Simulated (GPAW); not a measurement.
Crystal: C.

```xyz
1
Lattice="4.2552 0.0000 0.0000 0.0000 4.2552 0.0000 0.0000 0.0000 1.2823" Properties=species:S:1:pos:R:3 pbc="T T T"
C     2.1276    2.1276    0.6411
```

The cell was built by a generator and needn't be a form met in nature.

| Item | Value |
| --- | --- |
| Program | GPAW 26.7.0 |
| Task | relaxation of cell and atoms |
| Functional | PBE |
| Dispersion | D3(op) |
| Potentials or basis | GPAW PAW data sets (gpaw-data 1.2.1) |
| Cutoff | 800 eV |
| Basis | pw |
| k mesh | 6 × 6 × 20 |
| Occupations | fermi-dirac, width 0.05 eV |
| Spin | no spin polarisation |

At the start: pressure -0.3 GPa; volume 23.22 Å³/atom.

Problem. Where does the relaxation end?

Solution. Over 9 steps the energy falls by 75.9 meV/atom and the volume is 13.51 Å³/atom (-41.8 %); space group P4/mmm (No. 123, to 0.05 Å).

The path:
```tsv
step	energy change (eV)	largest force (eV/Å)	pressure (GPa)	volume (Å³)
1	0.0000	0.0000	-0.25	23.22
2	-0.0008	0.0000	-1.09	23.18
3	-0.0022	0.0000	-1.32	22.94
4	-0.0424	0.0000	-9.56	15.66
5	-0.0243	0.0000	-10.86	12.61
6	-0.0665	0.0000	-6.05	14.43
7	-0.0750	0.0000	-2.39	14.08
8	-0.0760	0.0000	0.10	13.58
9	-0.0759	0.0000	0.05	13.51
```

Final structure:
```yaml
crystal:
  lattice:
    - [3.24622, 0.00000, 0.00000]
    - [0.00000, 3.24622, 0.00000]
    - [0.00000, 0.00000, 1.28212]
  atoms:
    - { symbol: C, position: [0.50000, 0.50000, 0.50000] }
```

Caveat: later steps reuse the first step's grids; the volume moved by over 15 % at a fixed basis, so the end points are rough; pairwise dispersion overbinds metals, which lowers pressure and volume.
